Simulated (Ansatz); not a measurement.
`C=NC1C=N1` → `c1cn[nH]c1`  (isomerisation)

Gas-phase electronic energies from Ansatz, PBE0-D4/def2-TZVP geometries. CBS: MP2 limit from def2 TZ/QZ plus the TZ coupled-cluster correction, frozen cores. Functionals use def2-TZVPP. B3LYP here is the variant with VWN-RPA as its local correlation; programs differ in this. HSE06 is defined as in plane-wave codes. One conformer a species, not always the lowest.

(1) Is it downhill or uphill in electronic energy at CCSD(T)/CBS, and by how much? (An estimate is asked.)

(2) What do these levels give: BLYP-D4, B97M-V, PBE0-D4, B3LYP-D4, HSE06-D4, ωB97M-V, PBE0, BHLYP, CAM-B3LYP, CCSD(T)/def2-SVP, SCS-MP2/def2-TZVPP, CCSD(T)/def2-TZVPP? (Best estimate.)

(3) What do rigid-rotor, harmonic-oscillator terms from PBE0-D4/def2-TZVP frequencies (298.15 K, 1 bar) make of the CCSD(T)/CBS value? (Estimate.)

Largest T1 diagnostic among the species: 0.013.

Answers

(1) The calculation gave: Downhill: ΔE = -219.6 kJ/mol.

(2) Ansatz gave: BLYP-D4 -215.2, B97M-V -223.9, PBE0-D4 -242.0, B3LYP-D4 -225.7, HSE06-D4 -242.3, ωB97M-V -224.9, PBE0 -241.2, BHLYP -229.6, CAM-B3LYP -231.7, CCSD(T)/def2-SVP -213.2, SCS-MP2/def2-TZVPP -216.9, CCSD(T)/def2-TZVPP -214.4 kJ/mol.

(3) The calculation gave: ΔZPE = +12.6 kJ/mol, ΔH = -209.9 kJ/mol, ΔS = -21 J/(mol·K), ΔG = -203.7 kJ/mol.

From PBE to PBE0 (25 % exact exchange), in def2-TZVPP and without D4, ΔE moves by −9.1 kJ/mol. At CCSD(T), def2-SVP lies +6.4 kJ/mol from the extrapolated value and def2-TZVPP +5.2 kJ/mol.
